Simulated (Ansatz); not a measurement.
The system is Ge.

```
Ge
1.0
     0.00000    2.82891    2.82891
     2.82891    0.00000    2.82891
     2.82891    2.82891    0.00000
Ge
2
Direct
  0.75000 0.75000 0.75000
  0.50000 0.50000 0.50000
```

| Quantity | Value |
| --- | --- |
| Program | Ansatz 0.2.0 |
| Task | relaxation of cell and atoms |
| Functional | PBE |
| Dispersion | D3(BJ) |
| Potentials or basis | Ansatz PAW |
| Cutoff | 420 eV (not typed: the program's choice for these potentials) |
| k mesh | 8 × 8 × 8 |
| Occupations | fermi-dirac, width 0.05 eV |
| Spin | no spin polarisation |

At the start: volume 22.64 Å³/atom.

Question: How do energy, volume and symmetry change on relaxing?

Answer: It ends after 4 steps and the volume is 23.15 Å³/atom (+2.3 %); space group Fd-3m (No. 227, to 0.05 Å).

Step by step:
```
step  energy change (eV)  largest force (eV/Å)  volume (Å³)
   1              0.0000                0.0000        45.28
   2             -0.0043                0.0000        46.07
   3             -0.0045                0.0000        46.30
   4             -0.0046                0.0000        46.30
```

Final structure:
```xyz
2
Lattice="0.0000 2.8500 2.8500 2.8500 0.0000 2.8500 2.8500 2.8500 0.0000" Properties=species:S:1:pos:R:3 pbc="T T T"
Ge    4.2751    4.2751    4.2751
Ge    2.8500    2.8500    2.8500
```

The cell as given is a measured one (22.64 Å³/atom); PBE+D3(BJ) puts the equilibrium volume +2.3 % from it, thermal expansion not counted.

Caveat: the plane-wave basis is chosen anew once the cell has moved, so the energies of steps on either side of that aren't comparable.
